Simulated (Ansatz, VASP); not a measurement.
This is a calculation of ZnSe (Stilleite) for Ansatz 0.2.0.

input.yaml

```yaml
crystal:
  lattice:
    - [0.0, 2.8338, 2.8338]
    - [2.8338, 0.0, 2.8338]
    - [2.8338, 2.8338, 0.0]
  atoms:
    - { symbol: Se, position: [0.75, 0.75, 0.75] }
    - { symbol: Zn, position: [0.0, 0.0, 0.0] }
hamiltonian:
  xc: pbe
  pseudopotentials: { kind: paw }
kpoints:
  mp_grid: { grid: [8, 8, 8] }
scf:
  occupations: { method: gaussian, width: 0.011 }
output:
  forces: true
  stress: true
  eigenvalues: true
```

Potentials or basis: Ansatz PAW.

Launch:

```bash
$ ansatz run input.yaml --threads 2 --pin off --max-ram 5632MiB --backend cpu --events-out ev --progress --plain --runs-dir out
```

Question: Set up the same calculation for VASP 6.6.1. Potentials there: VASP PAW PBE potentials, release 64 (Se, Zn).

Answer: As run (the cutoff follows the program's own potentials):

File INCAR:

```
SYSTEM = ZnSe
PREC = Accurate
ENCUT = 520
EDIFF = 1E-6
ISMEAR = 0
SIGMA = 0.011
LREAL = .False.
LASPH = .True.
NELM = 60
ALGO = Normal
ISIF = 2
LWAVE = .False.
LCHARG = .True.
GGA = PE
LELF = .True.
LVHAR = .True.
NBANDS = 16
```

KPOINTS

```
Automatic mesh
0
Gamma
  8 8 8
  0 0 0
```

Contents of POSCAR:

```
ZnSe
1.0
    0.0000000000      2.8338000000      2.8338000000
    2.8338000000      0.0000000000      2.8338000000
    2.8338000000      2.8338000000      0.0000000000
Se Zn
1 1
Direct
    0.7500000000      0.7500000000      0.7500000000
    0.0000000000      0.0000000000      0.0000000000
```

Potentials or basis: VASP PAW PBE potentials, release 64 (Se, Zn).

The run is started by

```console
$ cat potpaw_PBE.64/Se/POTCAR potpaw_PBE.64/Zn/POTCAR > POTCAR
$ mpirun -np 1 vasp_std > vasp.out
```

Both were run:

|  | VASP | Ansatz | Ansatz less VASP |
| --- | --- | --- | --- |
| gap on the k mesh at the Fermi level (eV) | 1.29 | 1.29 | -0.002 |
| least direct gap on the mesh (eV) | 1.29 | 1.29 | -0.002 |
| pressure (GPa) | 2.3 | 2.1 | -0.24 |

The two sets of potentials don't hold the same shells in valence.

Expect the measured gap to be larger: semilocal functionals such as PBE lack the derivative discontinuity.
